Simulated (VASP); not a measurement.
# PtS2 (P-3m1) in VASP: a series of runs

The runs below take PtS2 through relaxation of cell and atoms, with PBE.

All numbers are computed with VASP 6.6.1; they aren't measurements. Logs are shortened: lines on timing, memory, paths and dates and some standing lists are left out, and cuts for length are marked.

## Step 1: The structure

The structure is trigonal, space group P-3m1 (No. 164). Conventional cell: a = 3.543 Å, b = 3.543 Å, c = 5.039 Å, α = 90.00°, β = 90.00°, γ = 120.00°. Pt (site symmetry -3m) is surrounded by 6 S at 2.34 Å. S (site symmetry 3m) is surrounded by 3 Pt at 2.34 Å.

## Step 2: Relaxation of cell and atoms, PBE

File INCAR:

```
PREC = Accurate
ENCUT = 980
EDIFF = 1E-7
ISMEAR = -1
SIGMA = 0.05
LREAL = False
LASPH = True
NELM = 80
ALGO = Normal
ISIF = 3
LWAVE = False
LCHARG = False
GGA = PE
IBRION = 2
NSW = 60
EDIFFG = -0.01
```

File KPOINTS:

```
regular mesh
0
Gamma
  9 9 5
```

File POSCAR:

```
PtS2
1.0
    3.5432000000      0.0000000000      0.0000000000
   -1.7716000000      3.0685012107      0.0000000000
    0.0000000000      0.0000000000      5.0388000000
Pt S
1 2
Direct
    0.0000000000      0.0000000000      0.0000000000
    0.6666666667      0.3333333333      0.7730000000
    0.3333333333      0.6666666667      0.2270000000
```

Potentials or basis: VASP PAW PBE potentials, release 64 (Pt, S_h).

Launch:

```bash
> cat potpaw_PBE.64/Pt/POTCAR potpaw_PBE.64/S_h/POTCAR > POTCAR
> mpirun -np 1 vasp_std > vasp.out
```

OUTCAR:

```text
PREC = Accurate
   ENCUT = 980
   EDIFF = 1E-7
   ISMEAR = -1
   LREAL = False
   LASPH = True
   NELM = 80
   ISIF = 3
   GGA = PE
   IBRION = 2
   NSW = 60
   EDIFFG = -0.01

 ion  position               nearest neighbor table
   1  0.000  0.000  0.000-   2 2.34   3 2.34   2 2.34   3 2.34   2 2.34   3 2.34
   2  0.667  0.333  0.773-   1 2.34   1 2.34   1 2.34
   3  0.333  0.667  0.227-   1 2.34   1 2.34   1 2.34

  LATTYP: Found a hexagonal cell.
 ALAT       =     3.5432000000
 C/A-ratio  =     1.4221043125

  Lattice vectors:

 A1 = (   3.5432000000,   0.0000000000,   0.0000000000)
 A2 = (  -1.7716000000,   3.0685012107,   0.0000000000)
 A3 = (   0.0000000000,   0.0000000000,   5.0388000000)

Analysis of symmetry for initial positions (statically):
=====================================================================
 Subroutine PRICEL returns:
 Original cell was already a primitive cell.

 Routine SETGRP: Setting up the symmetry group for a
 hexagonal supercell.

 Subroutine GETGRP returns: Found 12 space group operations
 (whereof 12 operations were pure point group operations)
 out of a pool of 24 trial point group operations.

The static configuration has the point symmetry D_3d.

Analysis of symmetry for dynamics (positions and initial velocities):
=====================================================================
 Subroutine PRICEL returns:
 Original cell was already a primitive cell.

 Routine SETGRP: Setting up the symmetry group for a
 hexagonal supercell.

 Subroutine GETGRP returns: Found 12 space group operations
 (whereof 12 operations were pure point group operations)
 out of a pool of 24 trial point group operations.

The dynamic configuration has the point symmetry D_3d.

 Subroutine INISYM returns: Found 12 space group operations
 (whereof 12 operations are pure point group operations),
 and found     1 'primitive' translations

----------------------------------------------------------------------------------------

                                     Primitive cell

  volume of cell :      54.7834

  direct lattice vectors                    reciprocal lattice vectors
     3.543200000  0.000000000  0.000000000     0.282230752  0.162946001  0.000000000
    -1.771600000  3.068501211  0.000000000     0.000000000  0.325892001  0.000000000
     0.000000000  0.000000000  5.038800000     0.000000000  0.000000000  0.198459951

[... 84 lines left out ...]
   NELM   =     80;   NELMIN=  2; NELMDL= -5     # of ELM steps
   EDIFF  = 0.1E-06   stopping-criterion for ELM
   LREAL  =      F    real-space projection
   EDIFFG = -.1E-01   stopping-criterion for IOM
   NSW    =     60    number of steps for IOM
   IBRION =      2    ionic relax: 0-MD 1-quasi-New 2-CG
   NFREE  =      1    steps in history (QN), initial steepest desc. (CG)
   ISIF   =      3    stress and relaxation
   ISYM   =      2    0-nonsym 1-usesym 2-fastsym
   POTIM  = 0.5000    time-step for ionic-motion
   TEBEG  =    0.0;   TEEND  =   0.0 temperature during run
   PSTRESS=    0.0 pullay stress
   NELECT =      22.0000    total number of electrons
   NUPDOWN=      -1.0000    fix difference up-down
   EMIN   =  10.00;   EMAX   =-10.00  energy-range for DOS
   EFERMI =   0.00;   METHOD = LEGACY
   ISMEAR =    -1;   SIGMA  =   0.05  broadening in eV -4-tet -1-fermi 0-gaus
   EFERMI_NEDOS =   21; number of points for ismear=-14 and -15
   IALGO  =     38    algorithm
   IMIX   =      4    mixing-type and parameters
     AMIX     =   0.40;   BMIX     =  1.00
     AMIX_MAG =   1.60;   BMIX_MAG =  1.00
  volume/ion in A,a.u.               =      18.26       123.23
  Fermi-wavevector in a.u.,A,eV,Ry     =   1.207812  2.282434 19.848315  1.458810
  Thomas-Fermi vector in A             =   2.343439
   LORBIT       =      0    0 simple, 1 ext, 2 COOP (PROOUT), +10 PAW based schemes
   GGA     = PE    functional components
   LHFCALC =     F    Hartree Fock is set to
   AEXX    =    0.0000 exact exchange contribution
   IVDW    =     0    specifies the selected vdW correction
   LEPSILON=     F    determine dielectric tensor
   LRPA    =     F    only Hartree local field effects (RPA)
 conjugate gradient relaxation of ions
 non-spin polarized calculation
  energy-cutoff  :      980.00
  volume of cell :       54.78
 maximum number of plane-waves:      3837
   NGX = 19   NGY = 19   NGZ = 25

--------------------------------------- Ionic step        1  -------------------------------------------

 number of electron      22.0000001 magnetization

 Free energy of the ion-electron system (eV)
  ---------------------------------------------------
  ext. energy  EPLUGINS =         0.00000000
  ---------------------------------------------------
  free energy    TOTEN  =       -15.25159370 eV

  energy without entropy =      -15.25158962  energy(sigma->0) =      -15.25159166

------------------------ aborting loop because EDIFF is reached ----------------------------------------

  FORCE on cell =-STRESS in cart. coord.  units (eV):
  Direction    XX          YY          ZZ          XY          YZ          ZX
  --------------------------------------------------------------------------------------
  -------------------------------------------------------------------------------------
  Total        4.0727590      4.0727590      3.5281883      0.0000000      0.0000000      0.0000000
  in kB      119.1105452    119.1105452    103.1842130      0.0000000      0.0000000      0.0000000
  external PRESSURE =     113.8017678 kB  Pullay stress =       0.0000000 kB
[... 965 lines left out ...]
      4      -1.0848      2.00000
      5      -0.4879      2.00000
      6       0.0601      2.00000
      7       0.6453      2.00000
      8       1.9834      2.00000
      9       3.2500      2.00000
     10       3.4568      2.00000
     11       4.2198      2.00000
     12       5.8860      0.00000
     13       6.5700      0.00000
     14      10.6505      0.00000
     15      12.3517      0.00000

 [... further k-points ...]

[... ionic steps 4 to 20 ...]

--------------------------------------- Ionic step       21  -------------------------------------------

 number of electron      22.0000000 magnetization

------------------------ aborting loop because EDIFF is reached ----------------------------------------
[... 69 lines left out ...]
--------------------------------------- Ionic step       23  -------------------------------------------

 number of electron      22.0000001 magnetization

 Free energy of the ion-electron system (eV)
  ---------------------------------------------------
  ext. energy  EPLUGINS =         0.00000000
  ---------------------------------------------------
  free energy    TOTEN  =       -15.44765042 eV

  energy without entropy =      -15.44765038  energy(sigma->0) =      -15.44765040

 E-fermi :   4.3924     XC(G=0):  -9.0495

 val. band max:        3.5923088788   @ k =   0.0000   0.2222   0.2000
 cond. band min:       5.1285582390   @ k =   0.0000   0.2222   0.4000
 fundamental gap:      1.5362493602
 Fermi energy:         4.3923576531
[... 462 lines left out ...]
  FREE ENERGIE OF THE ION-ELECTRON SYSTEM (eV)
  ---------------------------------------------------
  free  energy   TOTEN  =       -15.4476504181 eV

  energy  without entropy=      -15.4476503785  energy(sigma->0) =      -15.44765040

 reached required accuracy - stopping structural energy minimisation
```

CONTCAR:

```text
PtS2
   1.00000000000000
     3.5752204971320012   -0.0000000000000000   -0.0000000000000002
    -1.7876102485660006    3.0962317746583716   -0.0000000000000003
    -0.0000000000000004    0.0000000000000002    6.3822400743689833
  Pt              S
     1     2
Direct
     1.0000000000000000    0.0000000000000000    0.0000000000000000
     0.6666666667000030    0.3333333332999970    0.8077528201325759
     0.3333333332999970    0.6666666667000030    0.1922471798674241

  0.00000000E+00  0.00000000E+00  0.00000000E+00
  0.00000000E+00  0.00000000E+00  0.00000000E+00
  0.00000000E+00  0.00000000E+00  0.00000000E+00
```

Wall time 16 min (1 thread of AMD EPYC 9R45 (Zen 5), shared host); peak memory 0.34 GiB.

Results:

```yaml
Free_energy: -15.4477 eV
Relaxed_volume: 23.55 Å³/atom
Relaxed_cell: a = 3.575 Å, b = 3.575 Å, c = 6.382 Å, α = 90.00°, β = 90.00°, γ = 120.00°
Space_group_after_relaxing_to_0.05_Å: P-3m1 (No. 164)
Energy_gained_by_relaxing: 65.4 meV/atom
Ionic_steps: 23
Pressure_after_relaxing: 0.0 GPa
Largest_force_after_relaxing: 0.005 eV/Å
Band_gap_on_the_k_mesh: 1.54 eV, indirect (least direct gap 1.56 eV)
```

Forces in eV/Å, atoms in the order of the input:
```
Pt   0.000  0.000  0.000
S    0.000  0.000  0.005
S    0.000  0.000 -0.005
```

The path:
```
step  energy change (eV)  largest force (eV/Å)  pressure (GPa)  volume (Å³)
   1              0.0000                1.2366           11.38        54.78
   2              0.2522                1.4215          -12.76        65.72
   3             -0.1461                0.0172           -0.45        58.54
   4             -0.1463                0.0565           -0.08        58.39
   5             -0.1463                0.0766            0.11        58.32
   6             -0.1535                0.0017            0.20        58.40
   7             -0.1575                0.1906            0.38        58.57
   8             -0.1582                0.1385            0.36        58.53
   9             -0.1612                0.1665           -0.01        58.99
  10             -0.1671                0.2464           -0.99        60.41
  11             -0.1686                0.3898           -2.53        63.25
  12             -0.1698                0.3157           -1.79        61.87
  13             -0.1704                0.3117           -1.76        61.92
  14             -0.1720                0.2989           -1.68        62.08
  15             -0.1751                0.2727           -1.49        62.38
  16             -0.1805                0.2176           -1.11        62.99
  17             -0.1883                0.0959           -0.25        64.19
  18             -0.1893                0.1953            1.70        66.54
  19             -0.1913                0.0828            0.94        65.60
  20             -0.1931                0.0585            0.69        66.51
  21             -0.1957                0.0039            0.09        69.28
  22             -0.1960                0.0163           -0.12        70.44
  23             -0.1961                0.0048           -0.04        70.65
```

Final structure:
```
Pt S
1.0
     3.57522    0.00000    0.00000
    -1.78761    3.09623    0.00000
     0.00000    0.00000    6.38224
Pt S
1 2
Direct
  0.00000 0.00000 0.00000
  0.66667 0.33333 0.80775
  0.33333 0.66667 0.19225
```

Caveat: the volume moved by over 15 % at a fixed basis, so the end points are rough; spin-orbit coupling is left out, which moves the levels of the heavy elements; an odd mesh through Γ misses points on the zone boundary, where band edges often lie; this functional lacks dispersion, which binds the layers, so the pressure and a relaxed spacing across them are unreliable, and here the layers came unbound; the volume moved by +29 % from the deposited cell, more than functionals usually miss.

(Part 1 of 2 ends here.)
